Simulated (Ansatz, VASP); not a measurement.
## TiO2 in VASP and in Ansatz

The input POSCAR:

```
TiO2
1.0
    4.5940000000      0.0000000000      0.0000000000
    0.0000000000      4.5940000000      0.0000000000
    0.0000000000      0.0000000000      2.9590000000
Ti O
2 4
Direct
    0.0000000000      0.0000000000      0.0000000000
    0.5000000000      0.5000000000      0.5000000000
    0.3048000000      0.3048000000      0.0000000000
    0.6952000000      0.6952000000      0.0000000000
    0.8048000000      0.1952000000      0.5000000000
    0.1952000000      0.8048000000      0.5000000000
```

Contents of INCAR.step1:

```
PREC     = Accurate       # precision mode
ENCUT    = 520            # plane-wave cutoff, eV
ISMEAR   = 0              # smearing method
SIGMA    = 0.03           # smearing width, eV
LREAL    = F              # projectors in reciprocal space
LASPH    = T              # aspherical terms in the spheres
NELM     = 80             # most SCF steps
NBANDS   = 33             # bands
GGA      = PE             # functional
ALGO     = Normal         # electronic algorithm
EDIFF    = 1E-4           # SCF threshold, eV
LWAVE    = T              # write WAVECAR
LCHARG   = F              # write CHGCAR
```

INCAR.step2

```
PREC     = Accurate       # precision mode
ENCUT    = 520            # plane-wave cutoff, eV
EDIFF    = 1E-7           # SCF threshold, eV
ISMEAR   = 0              # smearing method
SIGMA    = 0.03           # smearing width, eV
LREAL    = F              # projectors in reciprocal space
LASPH    = T              # aspherical terms in the spheres
NELM     = 80             # most SCF steps
ALGO     = Normal         # electronic algorithm
ISIF     = 2              # what is computed and relaxed
LWAVE    = F              # write WAVECAR
LCHARG   = T              # write CHGCAR
METAGGA  = R2SCAN         # meta-GGA
LMIXTAU  = T            
LELF     = T              # ELF
LVHAR    = T            
NBANDS   = 33             # bands
ISTART   = 1
```

Contents of KPOINTS:

```
Automatic mesh
0
Gamma
  6 6 6
```

Input for Ansatz:

```yaml
crystal:
  lattice:
    - [4.594, 0.0, 0.0]
    - [0.0, 4.594, 0.0]
    - [0.0, 0.0, 2.959]
  atoms:
    - { symbol: Ti, position: [0.0, 0.0, 0.0] }
    - { symbol: Ti, position: [0.5, 0.5, 0.5] }
    - { symbol: O, position: [0.3048, 0.3048, 0.0] }
    - { symbol: O, position: [0.6952, 0.6952, 0.0] }
    - { symbol: O, position: [0.8048, 0.1952, 0.5] }
    - { symbol: O, position: [0.1952, 0.8048, 0.5] }
scf:
  occupations: { method: gaussian, width: 0.03 }
output:
  eigenstates: { nscf_kmesh: { grid: [8, 8, 8] } }
hamiltonian:
  xc: r2scan
kpoints:
  mp_grid: { grid: [6, 6, 6] }
```

Alike in both runs: task single point; functional r2SCAN; k mesh 6 × 6 × 6; occupations gaussian, width 0.03 eV; no spin polarisation.

|  | VASP | Ansatz |
| --- | --- | --- |
| version | VASP 6.6.1 | Ansatz 0.2.0 |
| potentials or method | VASP PAW PBE potentials, release 64 (Ti_sv, O) | scalar-relativistic, plane waves, PAW |
| plane-wave cutoff (eV) | 520 | 500 |
| valence electrons in the cell | 48 | 48 |

|  | VASP | Ansatz | Ansatz less VASP |
| --- | --- | --- | --- |
| gap on the k mesh at the Fermi level (eV) | 2.23 | 2.22 | -0.009 |
| least direct gap on the mesh (eV) | 2.23 | 2.22 | -0.009 |

With one functional, cell and mesh, what is left measures potentials, basis and numerics.

 A k mesh can miss the band edges. r2SCAN opens gaps a little over a GGA but as a rule still falls short of measured ones.
